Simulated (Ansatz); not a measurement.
MgO: Born charges and dielectric tensor with LDA

**Experimental background.**

“Electronic structure of alkaline earth and post-transition metal oxides”, 2009, arxiv:0908.1581 quotes, for a bulk crystal of MgO: band gap 7.83 eV.

“Infrared Optical Properties of Ferropericlase (Mg1-xFexO): Experiment and Theory”, 2007, arxiv:0704.2267 reports, for a bulk crystal of MgO at 295 K: high-frequency dielectric constant 2.95 ± 0.1.

Crystal: MgO.

```
Mg O
1.0
     0.00000    2.09700    2.09700
     2.09700    0.00000    2.09700
     2.09700    2.09700    0.00000
Mg O
1 1
Direct
  0.00000 0.00000 0.00000
  0.50000 0.50000 0.50000
```

The cell is a database's computed one.

```
Program             : Ansatz 0.2.0
Task                : Born charges and dielectric tensor
Functional          : LDA
Potentials or basis : Ansatz PAW
Cutoff              : 420 eV (not typed: the program's choice for these potentials)
k mesh              : 11 × 11 × 11
Occupations         : fixed
Spin                : no spin polarisation
```

```json
{
 "Band gap on the k mesh": "4.78 eV, direct",
 "Electronic dielectric tensor (diagonal)": "3.21",
 "Born charges (mean of the diagonal)": "Mg +1.98; O -1.98 e"
}
```

Levels at points of the mesh, in eV from the valence-band top:
```tsv
k point	band 4	band 5	band 6	band 7	band 8	band 9	band 10	band 11	band 12
(0.00, 0.00, 0.00)	-38.83	-17.07	0.00	0.00	0.00	4.78	15.62	15.62	15.62
```

Electronic dielectric tensor:
```
3.21 0.00 0.00
0.00 3.21 0.00
0.00 0.00 3.21
```

Born effective charge tensors (e):
atom 1, Mg
```
1.98 0.00 0.00
0.00 1.98 0.00
0.00 0.00 1.98
```
atom 2, O
```
-1.98  0.00  0.00
 0.00 -1.98  0.00
 0.00  0.00 -1.98
```

It took 4.3 s on 2 threads of Arm Neoverse V1 (shared host), peak memory 0.32 GiB.

Measured gap of MgO: 7.83 eV (quoted in “Electronic structure of alkaline earth and post-transition metal oxides”, 2009, arxiv:0908.1581). This calculation gives 4.78 eV (-3.05 eV). The value is that of LDA, without temperature or zero-point motion. Semilocal functionals fall short of measured gaps as a rule. The cell is a database's relaxed one, not the measured one, which moves gaps too. A measured high-frequency dielectric constant of MgO is 2.95 (295 K; “Infrared Optical Properties of Ferropericlase (Mg1-xFexO): Experiment and Theory”, 2007, arxiv:0704.2267); the calculated 3.21 misses it by +8.8 %.

Caveat: odd divisions of the mesh miss points on the zone boundary, where band edges often lie, so the gap on the mesh can be too wide.
